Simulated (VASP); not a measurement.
Input of a VASP 6.6.1 run:

The input run.py:

```python
from ase.calculators.vasp import Vasp
from ase.dft.bandgap import bandgap
from ase.io import read

atoms = read('POSCAR')
calc = Vasp(
    directory='calc',
    xc='pbesol',
    pp='PBE',
    setups='gw',
    prec='Accurate',
    encut=550,
    ediff=1e-06,
    ismear=0,
    sigma=0.1,
    lreal=False,
    lasph=True,
    nelm=80,
    algo='Normal',
    isif=2,
    lwave=False,
    lcharg=False,
    kpts=[10, 10, 8],
    gamma=True,
    nbands=16,
)
atoms.calc = calc

print('energy (eV):', atoms.get_potential_energy())
print('free energy (eV):', atoms.get_potential_energy(force_consistent=True))
print('forces (eV/A):')
print(atoms.get_forces())
print('stress (eV/A^3, Voigt):', atoms.get_stress())
print('Fermi level (eV):', calc.get_fermi_level())
gap, top, bottom = bandgap(calc)
print('band gap (eV):', gap, 'from (spin, k, band)', top, 'to', bottom)
```

Contents of POSCAR:

```
TiO
1.0
    3.0310000000      0.0000000000      0.0000000000
   -1.5155000000      2.6249229989      0.0000000000
    0.0000000000      0.0000000000      3.2377000000
Ti O
1 1
Direct
    0.6666666667      0.3333333333      0.0000000000
    0.0000000000      0.0000000000      0.5000000000
```

Potentials or basis: VASP PAW PBE potentials, release 64 (Ti_sv_GW, O_GW).

Command:

```bash
$ python run.py
```

Question: Estimate the pressure.

Answer: -41.4 GPa.

Question: Predict the band gap on the k mesh.

Answer: None (metal or under the smearing width).

Stress tensor (GPa, compression positive):
```
-34.71   0.00   0.00
  0.00 -34.71   0.00
  0.00   0.00 -54.69
```

Caveat: a pressure of tens of GPa on the cell as given is suspect, and the run, the potentials or the cell itself is likely at fault; the PAW data sets were made with another functional, which shifts forces and pressure a little; semilocal functionals often make such compounds metallic where correlation or magnetic order opens a gap, which also shifts bond lengths.
